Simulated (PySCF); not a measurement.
**Two probes of the same atoms: core binding energy and nuclear shielding**

Compound: propionate ion, C3H5O2 (charge -1).
Z-matrix (Å and degrees, PBE0-D3(BJ)/def2-SVP geometry), rows numbered from 1:
```
C 
C   1  1.5179
C   2  1.5710  1  113.49
O   3  1.2487  2  115.10  1   -27.81
O   3  1.2445  2  115.26  1   153.95
H   1  1.1037  2  111.06  3   -69.39
H   1  1.1063  2  113.64  3   169.02
H   1  1.1008  2  107.90  3    46.98
H   2  1.1073  1  109.63  3  -118.74
H   2  1.1033  1  112.47  3   123.58
```

Binding energies: delta-SCF UKS SCAN, pcX-2 on the ionised atom, pcseg-1 elsewhere, spin-free X2C in PySCF. Shieldings: GIAO PBE0/pcSseg-1, non-relativistic, same geometry.

```json
{"atom": "C1", "isotropic shielding (ppm)": "169.7"}
{"atom": "C2", "isotropic shielding (ppm)": "150.2"}
{"atom": "C3", "isotropic shielding (ppm)": "13.8"}
```

Q: What are the C 1s binding energies of these atoms?

A: 
```
atom                    environment  C 1s (eV)  isotropic shielding (ppm)
  C2  sp3 carbon next to a carbonyl     285.51                      150.2
  C1                  methyl carbon     286.18                      169.7
  C3             carboxylate carbon     287.58                       13.8
```

Q: Among the listed atoms, is the one with the highest binding energy also the least shielded?

A: Yes: C3 has both (287.58 eV, 13.8 ppm).

By binding energy: C2 < C1 < C3. By shielding: C3 < C2 < C1.

The species carries charge -1, so core ionisation leaves a neutral species. The basis sets have no added diffuse functions. The structure is a single PBE0-D3(BJ)/def2-SVP conformer in the gas phase; no vibrational or solvent corrections.
